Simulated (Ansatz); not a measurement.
# TaN: the cost of one run

Computed with Ansatz 0.2.0 (DFT PBE, scalar-relativistic, plane waves, PAW, unless a step's input says otherwise).

## Step 1: The system as given

Symmetry: P6_3/mmc, No. 194, hexagonal system. Conventional cell: a = 2.917 Å, b = 2.917 Å, c = 5.914 Å, α = 90.00°, β = 90.00°, γ = 120.00°. Ta (site symmetry -3m) has 6 N at 2.24 Å in its first shell of neighbours. N (site symmetry -6m2) is surrounded by 6 Ta at 2.24 Å.

Structure file:

```
Ta N
1.0
     2.91690    0.00000    0.00000
    -1.45845    2.52611    0.00000
     0.00000    0.00000    5.91423
Ta N
2 2
Direct
  0.00000 0.00000 0.00000
  0.00000 0.00000 0.50000
  0.33333 0.66667 0.25000
  0.66667 0.33333 0.75000
```

This cell was relaxed beforehand with the same method: volume 10.89 Å³/atom, gap on the mesh none (metal).

## Step 2: What is varied

The energy is mapped over a normal mode and a strain (zone-centre modes of the cell shown) (x along [1 0 0], y along [1 2 0], z along [0 0 1] of the conventional cell).

First coordinate, amplitude of mode 4 (142 cm⁻¹), largest displacement in the unstrained cell: 7 values from −0.15 Å. Second coordinate, equal normal strain along x and y: 7 values from −4.00 %.

Nothing else is relaxed (the pattern is fixed in fractional coordinates). Energies count from the relaxed high-symmetry cell. Points are written as (first, second).

The modes come from a phonon run on the reference cell, made beforehand.

Displacement patterns for an amplitude of 1 (Å):

```tsv
atom	x1	y1	z1
Ta1	1.000	0.000	0.000
Ta2	-1.000	0.000	0.000
N3	0.000	0.000	0.000
N4	0.000	0.000	0.000
```

## Step 3: The run at (0.00 Å, −4.00 %)

Input file input.yaml:

```yaml
crystal:
  lattice:
    - [2.8002236898, 0.0, 0.0]
    - [-1.4001118449, 2.4250648517, 0.0]
    - [0.0, 0.0, 5.9142266377]
  atoms:
    - { symbol: Ta, position: [0.0, 0.0, 0.0] }
    - { symbol: Ta, position: [0.0, 0.0, 0.5] }
    - { symbol: "N", position: [0.3333333333, 0.6666666667, 0.25] }
    - { symbol: "N", position: [0.6666666667, 0.3333333333, 0.75] }
basis:
  ecutwfc: 520.0
kpoints:
  mp_grid: { grid: [15, 15, 8] }
hamiltonian:
  xc: pbe
  pseudopotentials: { kind: paw, azcp: { folder: soft_1 } }
scf:
  occupations: { method: gaussian, width: 0.15 }
output:
  forces: true
  stress: true
  eigenvalues: true
```

On the command line:

```console
> ansatz run input.yaml --threads 2 --pin off --max-ram 4096MiB --backend cpu --events-out ev --progress --plain --runs-dir out
```

**Question.** How long does this run take on 2 threads of Arm Neoverse N1, shared host, and how much memory does it need?

About 7 s, with a peak of 0.4 GiB.
